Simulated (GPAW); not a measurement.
# 1 ML Cr on Pd(001), 3 substrate layers: which magnetic order is lowest

Does 1 ML Cr on Pd(001), 3 substrate layers prefer parallel or opposed moments, or none?

Calculated with GPAW 26.7.0; PBE; plane waves with GPAW's PAW setups, scalar-relativistic.

Report form: the programs' logs are mostly left out.

### 1. Set-up

The cell holds 4 atoms: 3 Pd and 1 Cr. Its edges and angles: a = 2.753 Å, b = 2.753 Å, c = 19.701 Å, α = 90.0°, β = 90.0°, γ = 90.0°. pseudomorphic film on the substrate's lattice, hard-sphere layer spacings, unrelaxed, 14 A of vacuum. Vacuum lies along c.

### 2. Start 1: ferro +

Parallel moments need no larger cell; this start tests for a ferromagnetic state only.

Input file order1.py:

```python
import json
import numpy as np
from ase import Atoms
from ase.parallel import paropen, parprint
from gpaw import GPAW

atoms = Atoms(['Pd', 'Pd', 'Pd', 'Cr'],
    cell=[[2.752767, 0.0, 0.0],
         [0.0, 2.752767, 0.0],
         [0.0, 0.0, 19.700626]],
    scaled_positions=[[0.0, 0.0, 0.355319],
         [0.5, 0.5, 0.454123],
         [0.0, 0.0, 0.552927],
         [0.5, 0.5, 0.644681]],
    pbc=True,
    magmoms=[0.0, 0.0, 0.0, 2.5])
atoms.calc = GPAW(mode={'name': 'pw', 'ecut': 500},
    xc='PBE',
    kpts={'size': (12, 12, 1), 'gamma': True},
    occupations={'name': 'fermi-dirac', 'width': 0.05},
    convergence={'density': 1e-05, 'energy': 1e-05},
    maxiter=250,
    symmetry={'tolerance': 1e-4},
    txt='order1.txt')
e = atoms.get_potential_energy(force_consistent=True)
res = {'free_energy': e, 'energy_sigma0': atoms.get_potential_energy(), 'fermi_energy': atoms.calc.get_fermi_level()}
res['moments'] = atoms.get_magnetic_moments().tolist()
res['total'] = atoms.get_magnetic_moment()
parprint('site moments (muB):', np.round(res['moments'], 3))
parprint(f"total moment: {res['total']:.3f} muB")
parprint(f'free energy: {e:.6f} eV')
atoms.calc.write('order1.gpw')
with paropen('results.json', 'w') as f:
    json.dump(res, f)
```

Launch:

```bash
$ OMP_NUM_THREADS=1 mpirun -n 4 gpaw python order1.py > order1.log
```

Wall time 2.4 min (4 MPI ranks of Arm Neoverse V1, shared host); peak memory 1 GiB; 9.6 min of CPU time.

Spin moment in the augmentation sphere by atom:

| atom | spin moment in the augmentation sphere (μB) |
| --- | --- |
| Pd1 | -0.12 |
| Pd2 | -0.08 |
| Pd3 | 0.15 |
| Cr4 | 3.39 |

Numbers from this step:

| Quantity | Value |
| --- | --- |
| magnetization | 4.108 μB |
| final state | ferromagnetic |

After 46 cycles the largest moment stands at 3.39 μB.

### 3. Order 2, typed as antiferro q=(1/2,1/2,0) +-

Reversing part of the moments tests the sign of the couplings between them.

The cell is doubled to 8 atoms to hold this order. Its mesh is chosen so that both cells sample the same points.

Input file order2.py:

```python
import json
import numpy as np
from ase import Atoms
from ase.parallel import paropen, parprint
from gpaw import GPAW

atoms = Atoms(['Pd', 'Pd', 'Pd', 'Pd', 'Pd', 'Pd', 'Cr', 'Cr'],
    cell=[[5.505534, 0.0, 0.0],
         [2.752767, 2.752767, 0.0],
         [0.0, 0.0, 19.700626]],
    scaled_positions=[[0.0, 0.0, 0.355319],
         [0.5, 0.0, 0.355319],
         [0.0, 0.5, 0.454123],
         [0.5, 0.5, 0.454123],
         [0.0, 0.0, 0.552927],
         [0.5, 0.0, 0.552927],
         [0.0, 0.5, 0.644681],
         [0.5, 0.5, 0.644681]],
    pbc=True,
    magmoms=[0.0, 0.0, 0.0, 0.0, 0.0, 0.0, 2.5, -2.5])
atoms.calc = GPAW(mode={'name': 'pw', 'ecut': 500},
    xc='PBE',
    kpts={'size': (6, 12, 1), 'gamma': True},
    occupations={'name': 'fermi-dirac', 'width': 0.05},
    convergence={'density': 1e-05, 'energy': 1e-05},
    maxiter=250,
    symmetry={'tolerance': 1e-4},
    txt='order2.txt')
e = atoms.get_potential_energy(force_consistent=True)
res = {'free_energy': e, 'energy_sigma0': atoms.get_potential_energy(), 'fermi_energy': atoms.calc.get_fermi_level()}
res['moments'] = atoms.get_magnetic_moments().tolist()
res['total'] = atoms.get_magnetic_moment()
parprint('site moments (muB):', np.round(res['moments'], 3))
parprint(f"total moment: {res['total']:.3f} muB")
parprint(f'free energy: {e:.6f} eV')
atoms.calc.write('order2.gpw')
with paropen('results.json', 'w') as f:
    json.dump(res, f)
```

Launch:

```bash
$ OMP_NUM_THREADS=1 mpirun -n 4 gpaw python order2.py > order2.log
```

Elapsed: 16 min, on 4 MPI ranks; peak memory 2.1 GiB; 65 min of CPU time.

Spin moment in the augmentation sphere by atom:

```
atom  spin moment in the augmentation sphere (μB)
 Pd1                                         0.00
 Pd2                                         0.00
 Pd3                                        -0.07
 Pd4                                         0.07
 Pd5                                         0.00
 Pd6                                         0.00
 Cr7                                         3.17
 Cr8                                        -3.17
```

Numbers from this step:

```
magnetization : 0 μB
final state   : antiferromagnetic
```

It lies 345 meV a seeded atom under the first start, and its largest moment is 3.17 μB against 3.39 μB.

### 4. Order 3, typed as antiferro q=(0,1/2,0) +-

This order needs a doubled cell of 8 atoms. Its mesh is chosen so that both cells sample the same points.

Input file order3.py:

```python
import json
import numpy as np
from ase import Atoms
from ase.parallel import paropen, parprint
from gpaw import GPAW

atoms = Atoms(['Pd', 'Pd', 'Pd', 'Pd', 'Pd', 'Pd', 'Cr', 'Cr'],
    cell=[[2.752767, 0.0, 0.0],
         [0.0, 5.505534, 0.0],
         [0.0, 0.0, 19.700626]],
    scaled_positions=[[0.0, 0.0, 0.355319],
         [0.0, 0.5, 0.355319],
         [0.5, 0.25, 0.454123],
         [0.5, 0.75, 0.454123],
         [0.0, 0.0, 0.552927],
         [0.0, 0.5, 0.552927],
         [0.5, 0.25, 0.644681],
         [0.5, 0.75, 0.644681]],
    pbc=True,
    magmoms=[0.0, 0.0, 0.0, 0.0, 0.0, 0.0, 2.5, -2.5])
atoms.calc = GPAW(mode={'name': 'pw', 'ecut': 500},
    xc='PBE',
    kpts={'size': (12, 6, 1), 'gamma': True},
    occupations={'name': 'fermi-dirac', 'width': 0.05},
    convergence={'density': 1e-05, 'energy': 1e-05},
    maxiter=250,
    symmetry={'tolerance': 1e-4},
    txt='order3.txt')
e = atoms.get_potential_energy(force_consistent=True)
res = {'free_energy': e, 'energy_sigma0': atoms.get_potential_energy(), 'fermi_energy': atoms.calc.get_fermi_level()}
res['moments'] = atoms.get_magnetic_moments().tolist()
res['total'] = atoms.get_magnetic_moment()
parprint('site moments (muB):', np.round(res['moments'], 3))
parprint(f"total moment: {res['total']:.3f} muB")
parprint(f'free energy: {e:.6f} eV')
atoms.calc.write('order3.gpw')
with paropen('results.json', 'w') as f:
    json.dump(res, f)
```

Launch:

```bash
$ OMP_NUM_THREADS=1 mpirun -n 4 gpaw python order3.py > order3.log
```

It took 8.2 min on 4 MPI ranks; peak memory 1.7 GiB; 33 min of CPU time.

Spin moment in the augmentation sphere by atom:

```csv
atom,spin moment in the augmentation sphere (μB)
Pd1,0.00
Pd2,0.00
Pd3,0.11
Pd4,-0.11
Pd5,0.00
Pd6,0.00
Cr7,3.26
Cr8,-3.26
```

This step gave:

```
magnetization : 0 μB
final state   : antiferromagnetic
```

It lies 278 meV a seeded atom under the first start, and its largest moment is 3.26 μB against 3.39 μB.

### 5. Order 4, typed as no spin polarisation

This run holds no moments, which gives a state to set the others against.

Input file nospin.py:

```python
import json
import numpy as np
from ase import Atoms
from ase.parallel import paropen, parprint
from gpaw import GPAW

atoms = Atoms(['Pd', 'Pd', 'Pd', 'Cr'],
    cell=[[2.752767, 0.0, 0.0],
         [0.0, 2.752767, 0.0],
         [0.0, 0.0, 19.700626]],
    scaled_positions=[[0.0, 0.0, 0.355319],
         [0.5, 0.5, 0.454123],
         [0.0, 0.0, 0.552927],
         [0.5, 0.5, 0.644681]],
    pbc=True)
atoms.calc = GPAW(mode={'name': 'pw', 'ecut': 500},
    xc='PBE',
    kpts={'size': (12, 12, 1), 'gamma': True},
    occupations={'name': 'fermi-dirac', 'width': 0.05},
    convergence={'density': 1e-05, 'energy': 1e-05},
    maxiter=250,
    symmetry={'tolerance': 1e-4},
    txt='nospin.txt')
e = atoms.get_potential_energy(force_consistent=True)
res = {'free_energy': e, 'energy_sigma0': atoms.get_potential_energy(), 'fermi_energy': atoms.calc.get_fermi_level()}
parprint(f'free energy: {e:.6f} eV')
atoms.calc.write('nospin.gpw')
with paropen('results.json', 'w') as f:
    json.dump(res, f)
```

Launch:

```bash
$ OMP_NUM_THREADS=1 mpirun -n 4 gpaw python nospin.py > nospin.log
```

Run time: 40 s. Hardware: 4 MPI ranks; peak memory 0.85 GiB.

Read from the output:

```
final state : non-magnetic (no spin polarisation)
```

It lies 588 meV a seeded atom over the first start.

### 6. The states side by side

These are free energies at a smearing of 0.05 eV, so its entropy term is in the differences. They are divided by the number of seeded atoms, so that cells of unlike size compare. Wavevectors q in the names are fractions of the reciprocal vectors of the first run's cell.

Orders:

```csv
start,final state,typed order kept,energy over the lowest (meV a seeded atom),largest site moment (μB),net moment (μB a primitive cell),mesh matched,CPU time (s)
ferro +,ferromagnetic,yes,344.5,3.392,4.108,yes,578.9
"antiferro q=(1/2,1/2,0) +-",antiferromagnetic,yes,0,3.173,6.09e-5,yes,3871
"antiferro q=(0,1/2,0) +-",antiferromagnetic,yes,66.93,3.26,0,yes,1958
no spin polarisation,non-magnetic,-,932.2,0,0,yes,160.1
```

### 7. Outcome

* lowest state found: antiferromagnetic (typed antiferro q=(1/2,1/2,0) +-)
* largest site moment: 3.17 μB
* next state: antiferromagnetic, 66.9 meV a seeded atom higher
* energy gained by spin polarisation: 932 meV a seeded atom

The lowest state found is antiferromagnetic, reached from the start antiferro q=(1/2,1/2,0) +-, with moments up to 3.17 μB. The next state costs 67 meV a seeded atom. This is the lowest of 4 finished starts, no proof of the ground state.

[Logs and program files are shortened in this print: banners, set-up blocks, solver, clock and traceback lines can be left out without a mark of their own.]

[Logs are printed without paths, hosts, clocks, repeated set-up lines and the standing remarks that a program may print on its own settings, such as how far it seeks lower states.]

[Hosts, paths, dates, database ids (printed as entryN), source tags and the programs' standing remarks are cut or masked in the printed files.]

[Where a cell is said to come from a database of computed structures, the database is the Materials Project.]
